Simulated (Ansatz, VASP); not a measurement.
## Two plane-wave programs on Mn

```
Mn
1.0
     0.00000    2.47560    2.47560
     2.47560    0.00000    2.47560
     2.47560    2.47560    0.00000
Mn
2
Direct
  0.50000 0.50000 0.50000
  0.75000 0.75000 0.75000
```

Alike in both runs: functional PBE; k mesh 14 × 14 × 14; occupations gaussian, width 0.1 eV; no spin polarisation.

Ansatz relaxed the structure, and its values are those at the end. VASP's run is a single point on that final structure, the one shown.

```csv
,VASP,Ansatz
version,VASP 6.6.1,Ansatz 0.2.0
potentials or method,"VASP PAW PBE potentials, release 64 (Mn_pv)","scalar-relativistic, plane waves, PAW"
plane-wave cutoff (eV),520,420
valence electrons in the cell,26,30
```

VASP gave:

```
gap on the k mesh at the Fermi level (eV) : none
pressure (GPa)                            : 0.5
```

**Question.** Estimate Ansatz's values.

**Answer.** gap on the k mesh at the Fermi level (eV): none; pressure (GPa): 0.0.

A gap of «none» marks a metal or a gap that the smearing closes. With one functional, cell and mesh, what is left measures potentials, basis and numerics. The two sets of potentials don't hold the same shells in valence.

Caveats: the run has no spin polarisation, though such a crystal can be magnetic. Spin polarisation is off, so any magnetic state and its effect on volume and gap are missing.
